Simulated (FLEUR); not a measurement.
# C (P6_3/mmc) in FLEUR: further runs

One crystal, C, is run at these levels: Wu-Cohen GGA; tasks: band structure, equation of state.

The COD entry that gives the cell may itself be a prediction, so a difference from it is no test against experiment.

Everything below comes from runs of FLEUR MaX-R8.1 (later development tree). Logs are shortened: lines on timing, memory, paths and dates and some standing lists are left out, and cuts for length are marked.

### 1 Starting point

It takes space group P6_3/mmc (No. 194, hexagonal). Conventional cell: a = 2.522 Å, b = 2.522 Å, c = 12.356 Å, α = 90.00°, β = 90.00°, γ = 120.00°. C (site symmetry 3m) has 4 C at 1.54 Å as nearest neighbours. Around C (site symmetry 3m) lie 4 C at 1.54 Å. Around C (site symmetry 3m) lie 4 C at 1.54 Å.

This is a hexagonal form of diamond, not graphite.

### 2 Band structure, Wu-Cohen GGA

Input file inp.xml:

```xml
<?xml version="1.0" encoding="UTF-8" standalone="no"?>
<fleurInput fleurInputVersion="0.39">
   <comment>
      C                                                                                                   
   </comment>
   <calculationSetup>
      <cutoffs Kmax="5.33" Gmax="16.5" GmaxXC="16.5" numbands="0"/>
      <scfLoop itmax="60" minDistance="0.00001" maxIterBroyd="15" imix="Anderson" alpha="0.05" precondParam="0.0" spinf="2.0" sdNocoIR="T"/>
      <coreElectrons ctail="T" frcor="F" kcrel="0" coretail_lmax="0"/>
      <xcFunctional name="wc" relativisticCorrections="F"/>
      <magnetism jspins="1"/>
      <soc l_soc="F" theta="0.0" phi="0.0" spav="F"/>
      <expertModes spex="0" secvar="F"/>
      <geometryOptimization l_f="F" forcealpha="1.0" forcemix="BFGS" epsdisp="0.00001" epsforce="0.00001"/>
      <ldaU l_linMix="F" mixParam="0.05" spinf="1.0"/>
   </calculationSetup>
   <cell>
      <bzIntegration valenceElectrons="48.0" mode="hist" fermiSmearingEnergy="0.00183747">
         <kPointListSelection listName="default-1"/>
         <!-- k-points included here -->
         <xi:include xmlns:xi="http://www.w3.org/2001/XInclude" href="kpts.xml"> </xi:include>
      </bzIntegration>
      <!-- symmetry operations included here -->
[... 33 lines left out ...]
      <atomGroup species="Carbon (C)">
         <relPos label="                   5">-1.000/3.000 1.000/3.000 .4791700000</relPos>
         <relPos label="                   6">1.000/3.000 -1.000/3.000 -.0208300000</relPos>
         <relPos label="                   7">-1.000/3.000 1.000/3.000 .0208300000</relPos>
         <relPos label="                   8">1.000/3.000 -1.000/3.000 -.4791700000</relPos>
         <force calculate="T" relaxXYZ="TTT"/>
      </atomGroup>
      <atomGroup species="Carbon (C)">
         <relPos label="                   9">.0000000000 .0000000000 -3.000/16.000</relPos>
         <relPos label="                  10">.0000000000 .0000000000 5.000/16.000</relPos>
         <relPos label="                  11">.0000000000 .0000000000 -5.000/16.000</relPos>
         <relPos label="                  12">.0000000000 .0000000000 3.000/16.000</relPos>
         <force calculate="T" relaxXYZ="TTT"/>
      </atomGroup>
   </atomGroups>
   <output dos="F" band="F" slice="F">
      <checks vchk="F" cdinf="F"/>
      <bandDOS minEnergy="-.5*Htr" maxEnergy="0.5*Htr" sigma="0.015" storeEVData="T"/>
      <vacuumDOS vacdos="F" integ="F" star="F" nstars="0" locx1="0.0" locy1="0.0" locx2="0.0" locy2="0.0" nstm="0" tworkf="0.0"/>
      <unfoldingBand unfoldBand="F" supercellX="1" supercellY="1" supercellZ="1"/>
      <plotting iplot="0" polar="F">
         <plot TwoD="T" vec1="  1.0  0.0  0.0" vec2="  0.0  1.0  0.0" vec3="  0.0  0.0  1.0" zero="  0.0  0.0  0.0" file="plot"/>
      </plotting>
      <chargeDensitySlicing numkpt="0" minEigenval="0.0" maxEigenval="0.0" nnne="0" pallst="F"/>
      <specialOutput eonly="F"/>
      <moessbauerParams electricFieldGradient="T" isomerShift="T" coreHyperfine="T" valenceHyperfine="T"/>
      <magneticCircularDichroism mcd="F" energyLo="-10.0" energyUp="0.0"/>
   </output>
  <!-- We include the file relax.xml here to enable relaxations (see documentation) -->
  <xi:include xmlns:xi="http://www.w3.org/2001/XInclude" href="relax.xml"> <xi:fallback/> </xi:include>
</fleurInput>
```

Input file crystal.txt:

```
C
&input cartesian=F /
2.5221000000  0.0000000000  0.0000000000
-1.2610500000  2.1842026709  0.0000000000
0.0000000000  0.0000000000  12.3557000000
1.8897261246
1.0 1.0 1.0

12
6 0.6666666667  0.3333333333  0.3541700000
6 0.3333333333  0.6666666667  0.8541700000
6 0.6666666667  0.3333333333  0.1458300000
6 0.3333333333  0.6666666667  0.6458300000
6 0.6666666667  0.3333333333  0.4791700000
6 0.3333333333  0.6666666667  0.9791700000
6 0.6666666667  0.3333333333  0.0208300000
6 0.3333333333  0.6666666667  0.5208300000
6 0.0000000000  0.0000000000  0.8125000000
6 0.0000000000  0.0000000000  0.3125000000
6 0.0000000000  0.0000000000  0.6875000000
6 0.0000000000  0.0000000000  0.1875000000

&kpt div1=12 div2=12 div3=3 gamma=T /
```

Input file inp.xml (bands):

```
<?xml version="1.0" encoding="UTF-8" standalone="no"?>
<fleurInput fleurInputVersion="0.39">
   <comment>
      C                                                                                                   
   </comment>
   <calculationSetup>
      <cutoffs Kmax="5.33" Gmax="16.5" GmaxXC="16.5" numbands="0"/>
      <scfLoop itmax="60" minDistance="0.00001" maxIterBroyd="15" imix="Anderson" alpha="0.05" precondParam="0.0" spinf="2.0" sdNocoIR="T"/>
      <coreElectrons ctail="T" frcor="F" kcrel="0" coretail_lmax="0"/>
      <xcFunctional name="wc" relativisticCorrections="F"/>
      <magnetism jspins="1"/>
      <soc l_soc="F" theta="0.0" phi="0.0" spav="F"/>
      <expertModes spex="0" secvar="F"/>
      <geometryOptimization l_f="F" forcealpha="1.0" forcemix="BFGS" epsdisp="0.00001" epsforce="0.00001"/>
      <ldaU l_linMix="F" mixParam="0.05" spinf="1.0"/>
   </calculationSetup>
   <cell>
      <bzIntegration valenceElectrons="48.0" mode="hist" fermiSmearingEnergy="0.00183747">
         <kPointListSelection listName="path-1"/>
         <!-- k-points included here -->
         <xi:include xmlns:xi="http://www.w3.org/2001/XInclude" href="kpts.xml"> </xi:include>
      </bzIntegration>
[... 33 lines left out ...]
      </atomGroup>
      <atomGroup species="Carbon (C)">
         <relPos label="                   5">-1.000/3.000 1.000/3.000 .4791700000</relPos>
         <relPos label="                   6">1.000/3.000 -1.000/3.000 -.0208300000</relPos>
         <relPos label="                   7">-1.000/3.000 1.000/3.000 .0208300000</relPos>
         <relPos label="                   8">1.000/3.000 -1.000/3.000 -.4791700000</relPos>
         <force calculate="T" relaxXYZ="TTT"/>
      </atomGroup>
      <atomGroup species="Carbon (C)">
         <relPos label="                   9">.0000000000 .0000000000 -3.000/16.000</relPos>
         <relPos label="                  10">.0000000000 .0000000000 5.000/16.000</relPos>
         <relPos label="                  11">.0000000000 .0000000000 -5.000/16.000</relPos>
         <relPos label="                  12">.0000000000 .0000000000 3.000/16.000</relPos>
         <force calculate="T" relaxXYZ="TTT"/>
      </atomGroup>
   </atomGroups>
   <output dos="F" band="T" slice="F">
      <checks vchk="F" cdinf="F"/>
      <bandDOS minEnergy="-.5*Htr" maxEnergy="0.5*Htr" sigma="0.015" storeEVData="T"/>
      <vacuumDOS vacdos="F" integ="F" star="F" nstars="0" locx1="0.0" locy1="0.0" locx2="0.0" locy2="0.0" nstm="0" tworkf="0.0"/>
      <unfoldingBand unfoldBand="F" supercellX="1" supercellY="1" supercellZ="1"/>
      <plotting iplot="0" polar="F">
         <plot TwoD="T" vec1="  1.0  0.0  0.0" vec2="  0.0  1.0  0.0" vec3="  0.0  0.0  1.0" zero="  0.0  0.0  0.0" file="plot"/>
      </plotting>
      <chargeDensitySlicing numkpt="0" minEigenval="0.0" maxEigenval="0.0" nnne="0" pallst="F"/>
      <specialOutput eonly="F"/>
      <moessbauerParams electricFieldGradient="T" isomerShift="T" coreHyperfine="T" valenceHyperfine="T"/>
      <magneticCircularDichroism mcd="F" energyLo="-10.0" energyUp="0.0"/>
   </output>
  <!-- We include the file relax.xml here to enable relaxations (see documentation) -->
  <xi:include xmlns:xi="http://www.w3.org/2001/XInclude" href="relax.xml"> <xi:fallback/> </xi:include>
</fleurInput>
```

Potentials or basis: all-electron, FLAPW.

The run is started by

```
inpgen -f crystal.txt -profile fastHighL
# inp.xml edited to the form shown
fleur_MPI
fleur_MPI   # second run, on inp.xml (bands)
```

Output:

```text
Welcome to FLEUR        (www.flapw.de)
      MaX-Release 8.1          (www.max-centre.eu)

 ========== k-point set info ==========
 Selected k-point list: default-1
 k-point list type: mesh
 12 x 12 x 3
 Number of k points: 38

 ------------Calculation Setup---------------------------
 Number of MPI-tasks      :            1
 Number of PE/node        :            1
 Number of OMP-threads    :            1
 Most efficient MPI parallelization for:
           1           2          19          38
 Additional eigenvalue parallelization possible
 Number of basis functions:         1371
 Approximate size of matrices (H+S) per k-point:         0.028 GB
 --------------------------------------------------------
 Iteration:     1   Distance:      25.88719351 me/bohr^3
 Iteration:     2   Distance:      24.39113406 me/bohr^3
 Iteration:     3   Distance:       3.86599870 me/bohr^3
 Iteration:     4   Distance:       1.11487900 me/bohr^3
 Iteration:     5   Distance:       0.33805896 me/bohr^3
 Iteration:     6   Distance:       0.17349429 me/bohr^3
 Iteration:     7   Distance:       0.08286085 me/bohr^3
 Iteration:     8   Distance:       0.02944447 me/bohr^3
 Iteration:     9   Distance:       0.00545745 me/bohr^3
 Iteration:    10   Distance:       0.00489409 me/bohr^3
 Iteration:    11   Distance:       0.00170233 me/bohr^3
 Iteration:    12   Distance:       0.00006499 me/bohr^3
 Iteration:    13   Distance:       0.00004756 me/bohr^3
 Iteration:    14   Distance:       0.00000382 me/bohr^3

 ********************************************************************
 Run finished successfully
 Stop message:
   all done
 ********************************************************************
```

output (bands):

```text
Welcome to FLEUR        (www.flapw.de)
      MaX-Release 8.1          (www.max-centre.eu)

 ========== k-point set info ==========
 Selected k-point list: path-1
 k-point list type: path
 Number of k points: 60

 ------------Calculation Setup---------------------------
 Number of MPI-tasks      :            1
 Number of PE/node        :            1
 Number of OMP-threads    :            1
 Most efficient MPI parallelization for:
           1           2           3           4           5           6          10          12          15          20          30          60
 Additional eigenvalue parallelization possible
 Number of basis functions:         1367
 Approximate size of matrices (H+S) per k-point:         0.028 GB
 --------------------------------------------------------
 Fermi energy correction for insulators:
 No automatic correction of the Fermi energy has been performed.

 Note: Band structure data (together with different weights) is also stored in the banddos.hdf file.
       A convenient way of extracting and plotting the data from that file is by making use of the

 ********************************************************************
 Run finished successfully
 Stop message:
   Charge density postprocessing done.
 ********************************************************************
```

out.xml (last iteration):

```text
<iteration numberForCurrentRun="   14" overallNumber="   14">
         <energyParameters units="Htr">
            <atomicEP atomType="1" spin="1" branch="2s" branchLowest="-9.29" branchHighest="2.76" value="-0.2669361128"/>
            <atomicEP atomType="1" spin="1" branch="2p" branchLowest="-9.99" branchHighest="2.33" value="-0.0698029281"/>
            <atomicEP atomType="1" spin="1" branch="3d" branchLowest="-9.99" branchHighest="6.94" value="0.1340151762"/>
            <atomicEP atomType="1" spin="1" branch="4f" branchLowest="-9.99" branchHighest="11.62" value="0.2938322016"/>
            <loAtomicEP atomType="1" spin="1" branch="2s" branchLowest="-9.29" branchHighest="2.76" value="-0.2669361128"/>
            <loAtomicEP atomType="1" spin="1" branch="2p" branchLowest="-9.99" branchHighest="2.33" value="-0.0698162992"/>
            <loAtomicEP atomType="1" spin="1" branch="3d" branchLowest="-9.99" branchHighest="6.94" value="0.1340170951"/>
            <atomicEP atomType="2" spin="1" branch="2s" branchLowest="-9.29" branchHighest="2.76" value="-0.2659841066"/>
            <atomicEP atomType="2" spin="1" branch="2p" branchLowest="-9.99" branchHighest="2.33" value="-0.0688541291"/>
            <atomicEP atomType="2" spin="1" branch="3d" branchLowest="-9.99" branchHighest="6.94" value="0.1349618173"/>
            <atomicEP atomType="2" spin="1" branch="4f" branchLowest="-9.99" branchHighest="11.62" value="0.2947787942"/>
            <loAtomicEP atomType="2" spin="1" branch="2s" branchLowest="-9.29" branchHighest="2.76" value="-0.2659841066"/>
            <loAtomicEP atomType="2" spin="1" branch="2p" branchLowest="-9.99" branchHighest="2.33" value="-0.0688674974"/>
            <loAtomicEP atomType="2" spin="1" branch="3d" branchLowest="-9.99" branchHighest="6.94" value="0.1349637297"/>
            <atomicEP atomType="3" spin="1" branch="2s" branchLowest="-9.29" branchHighest="2.76" value="-0.2674774405"/>
            <atomicEP atomType="3" spin="1" branch="2p" branchLowest="-9.99" branchHighest="2.32" value="-0.0703583277"/>
            <atomicEP atomType="3" spin="1" branch="3d" branchLowest="-9.99" branchHighest="6.94" value="0.1334497975"/>
            <atomicEP atomType="3" spin="1" branch="4f" branchLowest="-9.99" branchHighest="11.62" value="0.2932667049"/>
            <loAtomicEP atomType="3" spin="1" branch="2s" branchLowest="-9.29" branchHighest="2.76" value="-0.2674774405"/>
            <loAtomicEP atomType="3" spin="1" branch="2p" branchLowest="-9.99" branchHighest="2.32" value="-0.0703716928"/>
            <loAtomicEP atomType="3" spin="1" branch="3d" branchLowest="-9.99" branchHighest="6.94" value="0.1334517204"/>
         </energyParameters>
         <eigenvalues>
            <eigenvaluesAt spin="1" ikpt="1" k_x="0.00000000" k_y="0.00000000" k_z="0.00000000">
                      -0.3386097437       -0.3111879400       -0.3095276852       -0.2277797267       -0.2269544259
                      -0.1241560741       -0.0426068895        0.1058031153        0.1074020611        0.3119065741
                       0.3146744603        0.3454774896        0.3454774896        0.3618698809        0.3618698809
[... 60 lines left out ...]
            <totalCharge value="71.9999999814"/>
         </allElectronCharges>
         <moessbauerParams unitsHFF="kG" unitsIS="e/bohr^3" unitsEFG="Htr/bohr^2">
            <coreIsomerShift atomType="1" isTotal="123.61197">
               <shell n="1" l="0" isomerShift="123.61197"/>
            </coreIsomerShift>
            <coreIsomerShift atomType="2" isTotal="123.61249">
               <shell n="1" l="0" isomerShift="123.61249"/>
            </coreIsomerShift>
            <coreIsomerShift atomType="3" isTotal="123.61126">
               <shell n="1" l="0" isomerShift="123.61126"/>
            </coreIsomerShift>
            <isomerShift atomType="1" nucleusRadius="0.0000541" averageDensity="128.02913"/>
            <isomerShift atomType="2" nucleusRadius="0.0000541" averageDensity="128.02409"/>
            <isomerShift atomType="3" nucleusRadius="0.0000541" averageDensity="128.03181"/>
            <electricFieldGradient atomType="1" VXX="0.00142" VYY="0.00142" VZZ="-0.00284" asymParam="0.00000">
            </electricFieldGradient>
            <electricFieldGradient atomType="2" VXX="-0.00078" VYY="-0.00078" VZZ="0.00156" asymParam="0.00000">
            </electricFieldGradient>
            <electricFieldGradient atomType="3" VXX="-0.00578" VYY="-0.00578" VZZ="0.01157" asymParam="0.00000">
            </electricFieldGradient>
         </moessbauerParams>
         <totalEnergy                                    value="     -456.2594611842" units="Htr">
            <sumOfEigenvalues                            value="     -217.2498576847">
               <coreElectrons value="-223.0589314407"/>
               <valenceElectrons value="5.8090737560"/>
            </sumOfEigenvalues>
            <densityCoulombPotentialIntegral value="-588.4970656518"/>
            <densityEffectivePotentialIntegral value="-671.6373415195"/>
            <chargeDenXCDenIntegral value="-64.1483819658"/>
            <FockExchangeEnergyValence value="0.0000000000"/>
            <FockExchangeEnergyCore value="0.0000000000"/>
            <atomTypeDependentContributions atomType="1">
               <electronNucleiInteractionDifferentMTs value="166.5589392204"/>
               <MadelungTerm value="-17.5214293912"/>
            </atomTypeDependentContributions>
            <atomTypeDependentContributions atomType="2">
               <electronNucleiInteractionDifferentMTs value="166.5572520032"/>
               <MadelungTerm value="-17.5324652807"/>
            </atomTypeDependentContributions>
            <atomTypeDependentContributions atomType="3">
               <electronNucleiInteractionDifferentMTs value="166.5714685379"/>
               <MadelungTerm value="-17.5084757939"/>
            </atomTypeDependentContributions>
            <tkbTimesEntropy value="0.0000000000"/>
            <freeEnergy value="-456.2594611842"/>
            <extrapolationTo0K value="-456.2594611842"/>
         </totalEnergy>
         <densityConvergence units="me/bohr^3">
            <chargeDensity spin="1" distance="0.0000038184"/>
         </densityConvergence>
      </iteration>
```

Wall time 9.7 min (1 thread of Arm Neoverse V1, shared host); peak memory 0.13 GiB.

What came out:

```yaml
Free_energy: -12415.4524 eV
Band_gap_on_the_k_mesh: 4.31 eV, indirect (least direct gap 5.28 eV)
Band_gap_along_the_path: 4.28 eV, indirect (least direct gap 5.28 eV)
Valence_electrons_inside_the_program's_atomic_spheres: C 2.09 (radii C 1.35 bohr)
```

Levels at the corners of the path, in eV from the valence-band top:
| point | band 22 | band 23 | band 24 | band 25 | band 26 | band 27 |
| --- | --- | --- | --- | --- | --- | --- |
| Γ | -0.15 | 0.00 | 0.00 | 5.28 | 5.28 | 5.65 |
| M | -4.06 | -3.64 | -2.89 | 4.43 | 5.01 | 5.17 |
| K | -4.79 | -4.54 | -4.54 | 5.48 | 5.48 | 6.17 |
| Γ | -0.15 | 0.00 | 0.00 | 5.28 | 5.28 | 5.65 |
| A | -0.33 | -0.33 | -0.33 | 5.68 | 5.68 | 5.68 |
| L | -3.76 | -3.24 | -3.24 | 4.60 | 4.60 | 5.81 |
| H | -5.33 | -4.77 | -4.77 | 5.71 | 5.71 | 7.03 |
| A | -0.33 | -0.33 | -0.33 | 5.68 | 5.68 | 5.68 |
| L | -3.76 | -3.24 | -3.24 | 4.60 | 4.60 | 5.81 |
| M | -4.06 | -3.64 | -2.89 | 4.43 | 5.01 | 5.17 |
| K | -4.79 | -4.54 | -4.54 | 5.48 | 5.48 | 6.17 |
| H | -5.33 | -4.77 | -4.77 | 5.71 | 5.71 | 7.03 |

Core levels (eV from the Fermi level):
| atom | levels |
| --- | --- |
| 1 C | 1s1/2 -265.3 |
| 2 C | 1s1/2 -265.3 |
| 3 C | 1s1/2 -265.3 |
| 4 C | 1s1/2 -265.3 |
| 5 C | 1s1/2 -265.2 |
| 6 C | 1s1/2 -265.2 |

### 3 Equation of state, Wu-Cohen GGA, 5.33 Å³/atom (volume scaled by 0.94)

Changes to inp.xml since step 2:

```diff
@@ -6,3 +6,3 @@
    <calculationSetup>
-      <cutoffs Kmax="5.33" Gmax="16.5" GmaxXC="16.5" numbands="0"/>
+      <cutoffs Kmax="5.5" Gmax="17.0" GmaxXC="17.0" numbands="0"/>
       <scfLoop itmax="60" minDistance="0.00001" maxIterBroyd="15" imix="Anderson" alpha="0.05" precondParam="0.0" spinf="2.0" sdNocoIR="T"/>
@@ -24,3 +24,3 @@
       <xi:include xmlns:xi="http://www.w3.org/2001/XInclude" href="sym.xml"> </xi:include>
-      <bulkLattice scale="1.0">
+      <bulkLattice scale="0.9795861087">
          <bravaisMatrix>
@@ -34,3 +34,3 @@
       <species name="Carbon (C)" element="C" atomicNumber="6">
-         <mtSphere radius="1.35" gridPoints="447" logIncrement="0.023"/>
+         <mtSphere radius="1.31" gridPoints="447" logIncrement="0.023"/>
          <atomicCutoffs lmax="8" lnonsphr="6"/>
```

Potentials or basis: all-electron, FLAPW.

The run is started by

```
inpgen -f crystal.txt -profile fastHighL
# inp.xml edited to the form shown
fleur_MPI
```

Wall time 8.8 min (1 thread of Arm Neoverse V1, shared host); peak memory 0.14 GiB.

Results (log left out):

- Free energy: -12415.2016 eV
- Band gap on the k mesh: 4.47 eV, indirect (least direct gap 5.43 eV)
- Valence electrons inside the program's atomic spheres: C 2.01, 2.02 (radii C 1.31 bohr)

Caveat: an odd mesh through Γ misses points on the zone boundary, where band edges often lie.

### 4 Equation of state, Wu-Cohen GGA, 5.45 Å³/atom (volume scaled by 0.96)

Changes to inp.xml since step 3:

```diff
@@ -24,3 +24,3 @@
       <xi:include xmlns:xi="http://www.w3.org/2001/XInclude" href="sym.xml"> </xi:include>
-      <bulkLattice scale="0.9795861087">
+      <bulkLattice scale="0.9864848297">
          <bravaisMatrix>
```

The run is started by

```
inpgen -f crystal.txt -profile fastHighL
# inp.xml edited to the form shown
fleur_MPI
```

Run time: 9.6 min. Hardware: 1 thread of Arm Neoverse V1, shared host; peak memory 0.14 GiB.

It converged, with:

- Free energy: -12415.3733 eV
- Band gap on the k mesh: 4.41 eV, indirect (least direct gap 5.38 eV)
- Valence electrons inside the program's atomic spheres: C 1.99, 2.00 (radii C 1.31 bohr)

Caveat: an odd mesh through Γ misses points on the zone boundary, where band edges often lie.

[end of part 1 of 2]
